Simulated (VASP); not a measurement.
Data:

```xyz
2
Lattice="0.0000 3.0845 3.0845 3.0845 0.0000 3.0845 3.0845 3.0845 0.0000" Properties=species:S:1:pos:R:3 pbc="T T T"
Al     0.0000     0.0000     0.0000
Sb     1.5423     1.5423     1.5423
```

Method: PBE GGA, VASP's PBE PAW potentials (set 64) (plane waves; VASP 6.6.1). Settings: 520 eV cut-off, 7×7×7 Γ-centred mesh, Gaussian smearing of 0.050 eV, potentials Al Sb.

Problem. Estimate the energy per atom (σ→0), pressure.

Solution. 
```
Item                                    Value
---------------------  ----------------------
energy per atom (σ→0)  -395.6 kJ/mol of atoms
pressure                             1.62 GPa
```

The absolute energy has meaning only against runs of the same code, potentials and settings.

The compound is AlSb in the zinc blende structure. This cell is one point of a volume scan, at 0.97 of the reference volume.
